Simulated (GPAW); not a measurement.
Runs of GPAW 26.7.0 on KBr. It takes space group Fm-3m (No. 225, cubic). Conventional cell: a = 6.600 Å, b = 6.600 Å, c = 6.600 Å, α = 90.00°, β = 90.00°, γ = 90.00°. Br (site symmetry m-3m) is surrounded by 6 K at 3.30 Å. K (site symmetry m-3m) is surrounded by 6 Br at 3.30 Å. 

| task | level | potentials or basis | spin | older calculator (legacy_gpaw) | band path | band points | spin axis theta (degrees) | spin axis phi (degrees) | gap on the mesh (eV) | V0 of scaled cells (Å³/atom) | B0 (GPa) |
| --- | --- | --- | --- | --- | --- | --- | --- | --- | --- | --- | --- |
| equation of state | PBEsol | PAW data sets generated in the run's folder for this functional, pw | off | - | - | - | - | - | - | 35.12 | 15 |
| band structure | optB88-vdW | GPAW PAW data sets (gpaw-data 1.2.1), pw | SOC, no magnetisation | yes | GXWKGLUWLK,UX | 80 | 54.7 | 45 | (a) | - | - |
| band structure | LDA | the program's PAW data sets (release 1.2.1) made for this functional, pw | SOC, no magnetisation | - | GXWKGLUWLK,UX | 60 | 90 | 45 | 3.86 | - | - |
| equation of state | PBEsol+D3 | PAW data sets generated in the run's folder for this functional, pw | off | - | - | - | - | - | - | 34.86 | 15 |

Alike in all rows: cell as given; k mesh 6 × 6 × 6; cutoff (eV) 600; smearing fermi-dirac 0.05 eV.

Task: Estimate the missing entries.

Result: (a) 4.17.

Caveats: spin-orbit coupling was added after a scalar SCF, so levels and gaps hold it while energy, forces, pressure and moments don't (some runs); this program's spin-orbit splittings come out too wide for heavy elements (some runs); the PAW data sets were made with another functional, which shifts forces and pressure a little (some runs).

A k mesh can miss the band edges, and rows without SOC leave out spin-orbit coupling on Br.

Runs at the PBE level aren't shown here.
